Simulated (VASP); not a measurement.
# Co (P6_3/mmc) in VASP: notebook, part 3 of 3

VASP 6.6.1.

## (5) Relaxation of cell and atoms, PBE, collinear spin, ferromagnetic start

This run uses another cell than the first one, of 10.79 Å³/atom, 0.974 times its volume.

Input file INCAR:

```
PREC = Accurate
ENCUT = 600
EDIFF = 1E-7
ISMEAR = 1
SIGMA = 0.1
LREAL = F
LASPH = T
NELM = 150
ALGO = Normal
ISIF = 3
LWAVE = F
LCHARG = F
ISPIN = 2
MAGMOM = 3 3
LORBIT = 11
LMAXMIX = 4
GGA = PE
IBRION = 2
NSW = 90
EDIFFG = -0.005
AMIX = 0.2
BMIX = 1E-4
AMIX_MAG = 0.8
BMIX_MAG = 1E-4
```

Input file KPOINTS:

```
regular mesh
0
Gamma
  18 18 9
```

Input file POSCAR:

```
Co                                      
1.0
    2.4883897802      0.0000000000     -0.0000000000
   -1.2441948901      2.1550087667      0.0000000000
   -0.0000000000      0.0000000000      4.0259921023
  Co            
     2
Direct
     0.3333333300000021    0.6666666699999979    0.2500000000000000
     0.6666666699999979    0.3333333300000021    0.7500000000000000
```

On the command line:

```bash
$ cat potpaw_PBE.64/Co/POTCAR > POTCAR
$ mpirun -np 1 vasp_std > vasp.out
```

Wall time 1.7 min (1 thread of Intel Xeon 6975P-C (Granite Rapids), shared host); peak memory 0.24 GiB.

The run converged. Its results:

* Free energy: -14.0707 eV
* Relaxed volume: 10.80 Å³/atom
* Relaxed cell: a = 2.489 Å, b = 2.489 Å, c = 4.026 Å, α = 90.00°, β = 90.00°, γ = 120.00°
* Space group after relaxing (to 0.05 Å): P6_3/mmc (No. 194)
* Energy gained by relaxing: 0.0 meV/atom
* Ionic steps: 3
* Pressure after relaxing: 0.0 GPa
* Band gap on the k mesh: none (metal or under the smearing width)
* Net moment: 3.16 μB per cell
* Site moments: Co +1.60 μB
* Valence electrons inside the program's atomic spheres: Co 8.28

Final structure:
```
CELL_PARAMETERS angstrom
2.48875 0.00000 0.00000
-1.24437 2.15532 0.00000
0.00000 0.00000 4.02615
ATOMIC_POSITIONS crystal
Co 0.33333 0.66667 0.25000
Co 0.66667 0.33333 0.75000
```

Levels at points of the mesh, in eV from the Fermi level:
Spin up:
| k point | band 8 | band 9 | band 10 | band 11 | band 12 | band 13 | band 14 | band 15 |
| --- | --- | --- | --- | --- | --- | --- | --- | --- |
| (0.00, 0.00, 0.00) | -1.92 | -1.92 | -0.81 | -0.81 | -0.07 | 6.40 | 22.03 | 24.64 |
| (0.50, 0.00, 0.00) | -0.68 | -0.59 | -0.53 | 1.33 | 3.35 | 9.74 | 10.39 | 12.79 |
Spin down:
| k point | band 5 | band 6 | band 7 | band 8 | band 9 | band 10 |
| --- | --- | --- | --- | --- | --- | --- |
| (0.00, 0.00, 0.00) | -0.97 | -0.60 | -0.60 | -0.18 | -0.18 | -0.15 |
| (0.50, 0.00, 0.00) | -1.12 | -1.04 | -0.63 | 1.17 | 1.31 | 1.34 |

## (6) Relaxation of cell and atoms, PBEsol, collinear spin, ferromagnetic start

Input file INCAR:

```
SYSTEM = Co
PREC     = Accurate       ! precision mode
ENCUT    = 600            ! plane-wave cutoff, eV
EDIFF    = 1E-6           ! SCF threshold, eV
ISMEAR   = 1              ! smearing method
SIGMA    = 0.1            ! smearing width, eV
LREAL    = .False.        ! projectors in reciprocal space
LASPH    = .True.         ! aspherical terms in the spheres
NELM     = 150            ! most SCF steps
ALGO     = Normal         ! electronic algorithm
ISIF     = 3              ! what is computed and relaxed
LWAVE    = .False.        ! write WAVECAR
LCHARG   = .False.        ! write CHGCAR
ISPIN    = 2              ! spin polarisation
MAGMOM   = 3 3            ! initial moments
LORBIT   = 11             ! projections on sites
LMAXMIX  = 4              ! l up to which the mixer works
GGA      = PS             ! functional
IBRION   = 2              ! ionic algorithm
NSW      = 90             ! ionic steps
EDIFFG   = -0.01          ! ionic threshold
AMIX     = 0.2          
BMIX     = 1E-4         
AMIX_MAG = 0.8          
BMIX_MAG = 1E-4
```

Input file KPOINTS:

```
regular mesh
0
Gamma
  18 18 9
  0 0 0
```

Input file POSCAR:

```
Co
1.0
    2.5074000000      0.0000000000      0.0000000000
   -1.2537000000      2.1714721000      0.0000000000
    0.0000000000      0.0000000000      4.0699000000
Co
2
Direct
    0.3333333300      0.6666666700      0.2500000000
    0.6666666700      0.3333333300      0.7500000000
```

Potentials or basis: VASP PAW PBE potentials, release 64 (Co).

On the command line:

```bash
$ cat potpaw_PBE.64/Co/POTCAR > POTCAR
$ mpirun -np 1 vasp_std > vasp.out
```

Run time: 8.7 min. Hardware: 1 thread of Intel Xeon Platinum 8259CL at 2.50GHz (Skylake/Cascade Lake), shared host; peak memory 0.26 GiB.

Results (log left out):

```
Free energy                                           : -15.4752 eV
Relaxed volume                                        : 10.32 Å³/atom
Relaxed cell                                          : a = 2.453 Å, b = 2.453 Å, c = 3.961 Å, α = 90.00°, β = 90.00°, γ = 120.00°
Space group after relaxing (to 0.05 Å)                : P6_3/mmc (No. 194)
Energy gained by relaxing                             : 37.8 meV/atom
Ionic steps                                           : 9
Pressure after relaxing                               : 0.0 GPa
Band gap on the k mesh                                : none (metal or under the smearing width)
Net moment                                            : 3.11 μB per cell
Site moments                                          : Co +1.56 μB
Valence electrons inside the program's atomic spheres : Co 8.37
```

Step by step:
```csv
step,energy change (eV),largest force (eV/Å),pressure (GPa),volume (Å³)
1,0.0000,0.0000,-14.94,22.16
2,0.0442,0.0000,25.26,19.01
3,-0.0753,0.0000,-0.33,20.68
4,-0.0753,0.0000,-0.05,20.65
5,-0.0753,0.0000,0.31,20.62
6,-0.0755,0.0000,0.39,20.62
7,-0.0755,0.0000,0.39,20.62
8,-0.0755,0.0000,-0.35,20.68
9,-0.0755,0.0000,-0.03,20.64
```

Final structure:
```
CELL_PARAMETERS angstrom
2.45307 0.00000 0.00000
-1.22654 2.12442 0.00000
0.00000 0.00000 3.96122
ATOMIC_POSITIONS crystal
Co 0.33333 0.66667 0.25000
Co 0.66667 0.33333 0.75000
```

Levels at points of the mesh, in eV from the Fermi level:
Spin up:
| k point | band 9 | band 10 | band 11 | band 12 | band 13 | band 14 |
| --- | --- | --- | --- | --- | --- | --- |
| (0.00, 0.00, 0.00) | -1.91 | -0.70 | -0.70 | -0.13 | 6.83 | 22.34 |
| (0.50, 0.00, 0.00) | -0.45 | -0.41 | 1.45 | 3.57 | 10.07 | 10.78 |
Spin down:
| k point | band 5 | band 6 | band 7 | band 8 | band 9 | band 10 |
| --- | --- | --- | --- | --- | --- | --- |
| (0.00, 0.00, 0.00) | -1.06 | -0.66 | -0.66 | -0.22 | -0.22 | -0.11 |
| (0.50, 0.00, 0.00) | -1.23 | -1.12 | -0.67 | 1.24 | 1.39 | 1.42 |

Caveat: the PAW data sets were made with another functional, which shifts forces and pressure a little.

## (7) Summary

| level | potentials or basis | gap on the mesh (eV) | pressure (GPa) | moment (μB) | relaxed volume (Å³/atom) |
| --- | --- | --- | --- | --- | --- |
| LDA | VASP PAW LDA potentials, release 64 (Co) | none | 0.0 | 3.02 | 9.98 |
| PBE | VASP PAW PBE potentials, release 64 (Co) | none | 0.0 | 3.16 | 10.80 |
| PBEsol | VASP PAW PBE potentials, release 64 (Co) | none | 0.0 | 3.11 | 10.32 |

Alike in all rows: task relaxation of cell and atoms; spin collinear, ferromagnetic start; cell relaxed; k mesh 18 × 18 × 9; cutoff (eV) 600; smearing methfessel-paxton 0.1 eV.

Caveats: the PAW data sets were made with another functional, which shifts forces and pressure a little (some runs).

Absolute energies hang on the potentials; compare differences alone.
